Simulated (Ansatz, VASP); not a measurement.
## One calculation of Pb, two programs

Contents of INCAR:

```
ALGO = Normal
EDIFF = 1E-6
ENCUT = 520
ISIF = 2
ISMEAR = -1
LASPH = T
LCHARG = F
LMIXTAU = T
LREAL = F
LWAVE = F
METAGGA = R2SCAN
NELM = 80
PREC = Accurate
SIGMA = 0.05
```

KPOINTS

```
k-points
0
Gamma
  9 9 9
```

The input POSCAR:

```
Pb
1.0
   -2.0184862782      2.0184862782      2.0184862782
    2.0184862782     -2.0184862782      2.0184862782
    2.0184862782      2.0184862782     -2.0184862782
Pb
1
Direct
    0.0000000000      0.0000000000      0.0000000000
```

input.yaml

```yaml
crystal:
  lattice:
    - [-2.0184862782, 2.0184862782, 2.0184862782]
    - [2.0184862782, -2.0184862782, 2.0184862782]
    - [2.0184862782, 2.0184862782, -2.0184862782]
  atoms:
    - { symbol: Pb, position: [0.0, 0.0, 0.0] }
hamiltonian:
  xc: r2scan
  pseudopotentials: { kind: paw }
kpoints:
  mp_grid: { grid: [9, 9, 9] }
scf:
  occupations: { method: fermi_dirac, width: 0.05 }
output:
  forces: true
  stress: true
  eigenvalues: true
  write_density: true
  write_potential: true
  elf: true
  volumetric_format: npy
```

Change from the starting cell: volume scaled by 1.06.

Alike in both runs: task single point; functional r2SCAN; k mesh 9 × 9 × 9; occupations fermi-dirac, width 0.05 eV; no spin polarisation.

|  | VASP | Ansatz |
| --- | --- | --- |
| version | VASP 6.6.1 | Ansatz 0.2.0 |
| potentials or method | VASP PAW PBE potentials, release 64 (Pb_d) | Ansatz PAW |
| plane-wave cutoff (eV) | 520 | 500 |
| valence electrons in the cell | 14 | 14 |

|  | VASP | Ansatz | Ansatz less VASP |
| --- | --- | --- | --- |
| gap on the k mesh at the Fermi level (eV) | none | none | - |
| pressure (GPa) | -2.6 | -2.5 | +0.09 |

A gap of «none» marks a metal or a gap that the smearing closes. The functional is the same, so the differences come from potentials, cutoffs and numerics.

Caveats: the PAW data sets were made with another functional, which shifts forces and pressure a little (VASP); the PAW data sets come from PBE, with cores solved anew for the run's functional, which leaves a small shift of forces and pressure (Ansatz). Spin-orbit coupling is left out, which matters for the levels of Pb.
